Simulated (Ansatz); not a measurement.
Set up this calculation in Ansatz 0.2.0, as the native input.

| Property | Result |
| --- | --- |
| Task | relaxation of cell and atoms |
| Functional | PBE |
| Potentials or basis | Ansatz PAW |
| Cutoff | 420 eV (not typed: the program's choice for these potentials) |
| k mesh | 10 × 10 × 5 |
| Occupations | fermi-dirac, width 0.05 eV |
| Spin | no spin polarisation |
| Target pressure | 10 GPa |
| Target pressure (GPa) | 10 |

Crystal: Cd.

```xyz
2
Lattice="2.9789 0.0000 0.0000 -1.4894 2.5798 0.0000 0.0000 0.0000 5.6177" Properties=species:S:1:pos:R:3 pbc="T T T"
Cd    1.4894    0.8599    4.2132
Cd    0.0000    1.7199    1.4044
```

The input as run:

input.yaml

```yaml
crystal:
  lattice:
    - [2.97887, 0.0, 0.0]
    - [-1.489435, 2.5797770946, 0.0]
    - [0.0, 0.0, 5.61765]
  atoms:
    - { symbol: Cd, position: [0.6666666667, 0.3333333333, 0.75] }
    - { symbol: Cd, position: [0.3333333333, 0.6666666667, 0.25] }
hamiltonian:
  xc: pbe
  pseudopotentials: { kind: paw }
kpoints:
  mp_grid: { grid: [10, 10, 5] }
scf:
  occupations: { method: fermi_dirac, width: 0.05 }
output:
  forces: true
  stress: true
  eigenvalues: true
relax:
  f_tol: 0.01
  max_steps: 40
  cell: { stress_tol: 0.05, p_target: 10.0 }
```

Potentials or basis: Ansatz PAW.

The run is started by

```bash
$ ansatz run input.yaml --threads 2 --pin off --max-ram 5632MiB --backend cpu --events-out ev --progress --plain --runs-dir out
```

Results of the run:

```json
{
  "Relaxed volume": "19.57 Å³/atom",
  "Relaxed cell": "a = 2.922 Å, b = 2.922 Å, c = 5.294 Å, α = 90.00°, β = 90.00°, γ = 120.00°",
  "Space group after relaxing (to 0.05 Å)": "P6_3/mmc (No. 194)",
  "Energy change on relaxing (the enthalpy is what falls)": "+73.5 meV/atom",
  "Ionic steps": "6",
  "Pressure after relaxing": "10.0 GPa",
  "Band gap on the k mesh": "none (metal or under the smearing width)"
}
```

Caveat: the plane-wave basis is chosen anew once the cell has moved, so the energies of steps on either side of that aren't comparable.

Run time: 6.3 s on 2 threads of Arm Neoverse V1, with other jobs on the host, peak memory 0.32 GiB.
